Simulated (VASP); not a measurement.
# MgO (Fm-3m) in VASP: Born charges and dielectric tensor with LDA

Aim: the Born charges and dielectric tensor of MgO with LDA.

Program: VASP 6.6.1. These are calculated values, not measurements. Logs are shortened: lines on timing, memory, paths and dates and some standing lists are left out, and cuts for length are marked.

**Experimental background.**

“Electronic structure of alkaline earth and post-transition metal oxides”, 2009, arxiv:0908.1581 quotes, for a bulk crystal of MgO: band gap 7.83 eV.

“Infrared Optical Properties of Ferropericlase (Mg1-xFexO): Experiment and Theory”, 2007, arxiv:0704.2267 reports, for a bulk crystal of MgO at 295 K: high-frequency dielectric constant 2.95 ± 0.1.

The results are compared with them further down.

**1. The crystal as given**

Symmetry: Fm-3m, No. 225, cubic system. Conventional cell: a = 4.143 Å, b = 4.143 Å, c = 4.143 Å, α = 90.00°, β = 90.00°, γ = 90.00°. Mg (site symmetry m-3m) is surrounded by 6 O at 2.07 Å. O (site symmetry m-3m) has 6 Mg at 2.07 Å as nearest neighbours.

**2. Born charges and dielectric tensor, LDA**

Contents of INCAR:

```
SYSTEM = MgO
PREC = Accurate
ENCUT = 600
EDIFF = 1E-8
ISMEAR = 0
SIGMA = 0.02
LREAL = .FALSE.
LASPH = .TRUE.
NELM = 60
ALGO = Normal
ISIF = 2
LWAVE = .FALSE.
LCHARG = .FALSE.
GGA = CA
LEPSILON = .TRUE.
IBRION = 8
NSW = 1
```

Contents of KPOINTS:

```
regular mesh
0
G
  10 10 10
  0 0 0
```

Contents of POSCAR:

```
MgO
1.0
    0.0000000000      2.0715800000      2.0715800000
    2.0715800000      0.0000000000      2.0715800000
    2.0715800000      2.0715800000      0.0000000000
Mg O
1 1
Direct
    0.0000000000      0.0000000000      0.0000000000
    0.5000000000      0.5000000000      0.5000000000
```

Potentials or basis: VASP PAW LDA potentials, release 64 (Mg, O).

On the command line:

```bash
cat potpaw_LDA.64/Mg/POTCAR potpaw_LDA.64/O/POTCAR > POTCAR
mpirun -np 1 vasp_std > vasp.out
```

OUTCAR:

```text
SYSTEM = MgO
   PREC = Accurate
   ENCUT = 600
   EDIFF = 1E-8
   ISMEAR = 0
   LREAL = .FALSE.
   LASPH = .TRUE.
   NELM = 60
   ISIF = 2
   GGA = CA
   LEPSILON = .TRUE.
   IBRION = 8
   NSW = 1

 ion  position               nearest neighbor table
   1  0.000  0.000  0.000-   2 2.07   2 2.07   2 2.07   2 2.07   2 2.07   2 2.07
   2  0.500  0.500  0.500-   1 2.07   1 2.07   1 2.07   1 2.07   1 2.07   1 2.07

  LATTYP: Found a face centered cubic cell.
 ALAT       =     4.1431600000

  Lattice vectors:

 A1 = (   0.0000000000,   2.0715800000,   2.0715800000)
 A2 = (   2.0715800000,   0.0000000000,   2.0715800000)
 A3 = (   2.0715800000,   2.0715800000,   0.0000000000)

Analysis of symmetry for initial positions (statically):
=====================================================================
 Subroutine PRICEL returns:
 Original cell was already a primitive cell.

 Routine SETGRP: Setting up the symmetry group for a
 face centered cubic supercell.

 Subroutine GETGRP returns: Found 48 space group operations
 (whereof 48 operations were pure point group operations)
 out of a pool of 48 trial point group operations.

The static configuration has the point symmetry O_h .

Analysis of symmetry for dynamics (positions and initial velocities):
=====================================================================
 Subroutine PRICEL returns:
 Original cell was already a primitive cell.

 Routine SETGRP: Setting up the symmetry group for a
 face centered cubic supercell.

 Subroutine GETGRP returns: Found 48 space group operations
 (whereof 48 operations were pure point group operations)
 out of a pool of 48 trial point group operations.

The dynamic configuration has the point symmetry O_h .

 Subroutine INISYM returns: Found 48 space group operations
 (whereof 48 operations are pure point group operations),
 and found     1 'primitive' translations

----------------------------------------------------------------------------------------

                                     Primitive cell

  volume of cell :      17.7801

  direct lattice vectors                    reciprocal lattice vectors
     0.000000000  2.071580000  2.071580000    -0.241361666  0.241361666  0.241361666
     2.071580000  0.000000000  2.071580000     0.241361666 -0.241361666  0.241361666
     2.071580000  2.071580000  0.000000000     0.241361666  0.241361666 -0.241361666

  length of vectors
     2.929656532  2.929656532  2.929656532     0.418050668  0.418050668  0.418050668

  position of ions in fractional coordinates (direct lattice)
     0.000000000  0.000000000  0.000000000
     0.500000000  0.500000000  0.500000000

  ion indices of the primitive-cell ions
   primitive index   ion index
                 1           1
                 2           2

----------------------------------------------------------------------------------------

 KPOINTS: regular mesh

Automatic generation of k-mesh.
 Grid dimensions read from file:
 generate k-points for:   10   10   10

 Generating k-lattice:

  Cartesian coordinates                     Fractional coordinates (reciprocal lattice)
    -0.024136167  0.024136167  0.024136167     0.100000000  0.000000000  0.000000000
     0.024136167 -0.024136167  0.024136167     0.000000000  0.100000000  0.000000000
     0.024136167  0.024136167 -0.024136167     0.000000000  0.000000000  0.100000000

  Length of vectors
     0.041805067  0.041805067  0.041805067

  Shift w.r.t. Gamma in fractional coordinates (k-lattice)
     0.000000000  0.000000000  0.000000000

 Subroutine IBZKPT returns following result:
 ===========================================

 Found     47 irreducible k-points:

 Following reciprocal coordinates:
[... 371 lines left out ...]
      direct lattice vectors                 reciprocal lattice vectors
     0.000000000  2.071580000  2.071580000    -0.241361666  0.241361666  0.241361666
     2.071580000  0.000000000  2.071580000     0.241361666 -0.241361666  0.241361666
     2.071580000  2.071580000  0.000000000     0.241361666  0.241361666 -0.241361666

 POSITION                                       TOTAL-FORCE (eV/Angst)
 -----------------------------------------------------------------------------------
      0.00000      0.00000      0.00000        -0.000000     -0.000000      0.000000
      2.07158      2.07158      2.07158         0.000000      0.000000     -0.000000
 -----------------------------------------------------------------------------------
    total drift:                               -0.000000     -0.000000      0.000000

  FREE ENERGIE OF THE ION-ELECTRON SYSTEM (eV)
  ---------------------------------------------------
  free  energy   TOTEN  =       -13.4488408095 eV

  energy  without entropy=      -13.4488408095  energy(sigma->0) =      -13.44884081

 HEAD OF MICROSCOPIC STATIC DIELECTRIC TENSOR (INDEPENDENT PARTICLE, excluding Hartree and local field effects)
 ------------------------------------------------------
           3.204632     0.000000     0.000000
          -0.000000     3.204632     0.000000
           0.000000     0.000000     3.204632
 ------------------------------------------------------

 Free energy of the ion-electron system (eV)
  ---------------------------------------------------
  ---------------------------------------------------
  free energy    TOTEN  =        -0.10986067 eV

  energy without entropy =       -0.10986067

------------------------ aborting loop because EDIFF is reached ----------------------------------------

--------------------------------------- Ionic step        2  -------------------------------------------

------------------------ aborting loop because EDIFF is reached ----------------------------------------

--------------------------------------- Ionic step        3  -------------------------------------------

------------------------ aborting loop because EDIFF is reached ----------------------------------------

 PIEZOELECTRIC TENSOR FIELD DIRECTION 3  (e Angst)
 -----------------------------------------------------------------------------
    -0.00015  0.00000  0.00000           ( -0.00001  0.00000  0.00000)
     0.00000 -0.00015 -0.00000           (  0.00000 -0.00001  0.00000)
     0.00000 -0.00000 -0.00018           (  0.00000  0.00000 -0.00001)

 PIEZOELECTRIC TENSOR FIELD DIRECTION 3  (C/m^2)
 -----------------------------------------------------------------------------
    -0.00014  0.00000  0.00000
     0.00000 -0.00014 -0.00000
     0.00000 -0.00000 -0.00016

--------------------------------------- Ionic step        4  -------------------------------------------

------------------------ aborting loop because EDIFF is reached ----------------------------------------

[... ionic steps 5 to 6 ...]

--------------------------------------- Ionic step        7  -------------------------------------------

 Free energy of the ion-electron system (eV)
  ---------------------------------------------------
  ---------------------------------------------------
  free energy    TOTEN  =        -0.35278322 eV

  energy without entropy =       -0.35278322

------------------------ aborting loop because EDIFF is reached ----------------------------------------

 INTERNAL STRAIN TENSOR  FOR ION    2  DIRECTION 1   (eV/Angst):
 -----------------------------------------------------------------------------
    -0.00499 -0.00000  0.00000
     0.00000  0.00714 -0.00000
     0.00000 -0.00000  0.00714

 MACROSCOPIC STATIC DIELECTRIC TENSOR (including local field effects in DFT)
 ------------------------------------------------------
           3.090561     0.000000    -0.000000
          -0.000000     3.090561    -0.000000
           0.000000     0.000000     3.090561
 ------------------------------------------------------

 PIEZOELECTRIC TENSOR (including local field effects)  for field in x, y, z        (e  Angst)
          XX          YY          ZZ          XY          YZ          ZX
  --------------------------------------------------------------------------------
  x     0.00000     0.00000     0.00000     0.00000     0.00000     0.00000
  y     0.00000     0.00000     0.00000     0.00000     0.00000     0.00000
  z     0.00000     0.00000     0.00000     0.00000     0.00000     0.00000

 PIEZOELECTRIC TENSOR (including local field effects)  for field in x, y, z        (C/m^2)
          XX          YY          ZZ          XY          YZ          ZX
  --------------------------------------------------------------------------------
  x     0.00000     0.00000     0.00000     0.00000     0.00000     0.00000
  y     0.00000     0.00000     0.00000     0.00000     0.00000     0.00000
  z     0.00000     0.00000     0.00000     0.00000     0.00000     0.00000

 BORN EFFECTIVE CHARGES (including local field effects) (in |e|, cummulative output)
 ---------------------------------------------------------------------------------
 ion    1
    1     1.94770     0.00000     0.00000
    2     0.00000     1.94770     0.00000
    3     0.00000     0.00000     1.94770
 ion    2
    1    -1.94770     0.00000     0.00000
    2     0.00000    -1.94770     0.00000
    3     0.00000     0.00000    -1.94770

 INTERNAL STRAIN TENSOR FOR ION    2 for displacements in x,y,z  (eV/Angst):
          X           Y           Z          XY          YZ          ZX
  --------------------------------------------------------------------------------
  x     0.00000     0.00000     0.00000     0.00000     0.00000     0.00000
  y     0.00000     0.00000     0.00000     0.00000     0.00000     0.00000
  z     0.00000     0.00000     0.00000     0.00000     0.00000     0.00000

 SECOND DERIVATIVES (NOT SYMMETRIZED)
 ------------------------------------
               1X          1Y          1Z          2X          2Y          2Z
  1X    -6.428700    0.000000    0.000000    6.428700    0.000000    0.000000
  1Y     0.000000   -6.428700    0.000000    0.000000    6.428700    0.000000
  1Z     0.000000    0.000000   -6.428700    0.000000    0.000000    6.428700
  2X     6.423742    0.000000    0.000000   -6.423742    0.000000    0.000000
  2Y     0.000000    6.423742    0.000000    0.000000   -6.423742    0.000000
  2Z     0.000000    0.000000    6.423742    0.000000    0.000000   -6.423742

 Eigenvectors and eigenvalues of the dynamical matrix
 ----------------------------------------------------

   1 f  =   12.758011 THz    80.160946 2PiTHz  425.561434 cm-1    52.762869 meV
             X         Y         Z           dx          dy          dz
      0.000000  0.000000  0.000000     0.000000    0.000000   -0.630205
      2.071580  2.071580  2.071580     0.000000    0.000000    0.776429
[... 21 lines left out ...]
   6 f/i=    0.002408 THz     0.015132 2PiTHz    0.080331 cm-1     0.009960 meV
             X         Y         Z           dx          dy          dz
      0.000000  0.000000  0.000000     0.549018   -0.549018    0.000000
      2.071580  2.071580  2.071580     0.445622   -0.445622    0.000000

--------------------------------------------------------------------------------------------------------

 MACROSCOPIC STATIC DIELECTRIC TENSOR IONIC CONTRIBUTION
 ------------------------------------------------------
           6.007860     0.000000     0.000000
           0.000000     6.007860     0.000000
           0.000000     0.000000     6.007860
 ------------------------------------------------------

 ELASTIC MODULI CONTR FROM IONIC RELAXATION (kBar)
 Direction    XX          YY          ZZ          XY          YZ          ZX
 --------------------------------------------------------------------------------
 XX           0.0000      0.0000      0.0000      0.0000      0.0000      0.0000
 YY           0.0000      0.0000      0.0000      0.0000      0.0000      0.0000
 ZZ           0.0000      0.0000      0.0000      0.0000      0.0000      0.0000
 XY           0.0000      0.0000      0.0000      0.0000      0.0000      0.0000
 YZ           0.0000      0.0000      0.0000      0.0000      0.0000      0.0000
 ZX           0.0000      0.0000      0.0000      0.0000      0.0000      0.0000
 --------------------------------------------------------------------------------

 PIEZOELECTRIC TENSOR IONIC CONTR  for field in x, y, z        (C/m^2)
          XX          YY          ZZ          XY          YZ          ZX
  --------------------------------------------------------------------------------
  x     0.00000     0.00000     0.00000     0.00000     0.00000     0.00000
  y     0.00000     0.00000     0.00000     0.00000     0.00000     0.00000
  z     0.00000     0.00000     0.00000     0.00000     0.00000     0.00000
```

Wall time 58 s (1 thread of Intel Xeon Platinum 8488C (Sapphire Rapids), shared host); peak memory 0.18 GiB.

Results:

```yaml
Band_gap_on_the_k_mesh: 5.16 eV, direct
Electronic_dielectric_tensor_diagonal: 3.09
Born_charges_mean_of_the_diagonal: Mg +1.95; O -1.95 e
Highest_phonon_frequency_at_Γ_LO-TO_splitting_left_out: 426 cm⁻¹
```

Phonon frequencies in cm⁻¹ (negative: imaginary):
```tsv
q point	frequencies
(0.000, 0.000, 0.000)	0 0 0 426 426 426
```

Electronic dielectric tensor:
```
3.09 0.00 0.00
0.00 3.09 0.00
0.00 0.00 3.09
```

Born effective charge tensors (e):
atom 1, Mg
```
1.95 0.00 0.00
0.00 1.95 0.00
0.00 0.00 1.95
```
atom 2, O
```
-1.95  0.00  0.00
 0.00 -1.95  0.00
 0.00  0.00 -1.95
```

**3. How close it comes**

Step 2. Against the measured gap of MgO, 7.83 eV (quoted in “Electronic structure of alkaline earth and post-transition metal oxides”, 2009, arxiv:0908.1581), the calculated 5.16 eV is off by -2.67 eV. The value is that of LDA, without temperature or zero-point motion. Semilocal functionals fall short of measured gaps as a rule. Measured high-frequency dielectric constant of MgO: 2.95 (295 K; “Infrared Optical Properties of Ferropericlase (Mg1-xFexO): Experiment and Theory”, 2007, arxiv:0704.2267). This calculation gives 3.09 (+4.8 %).
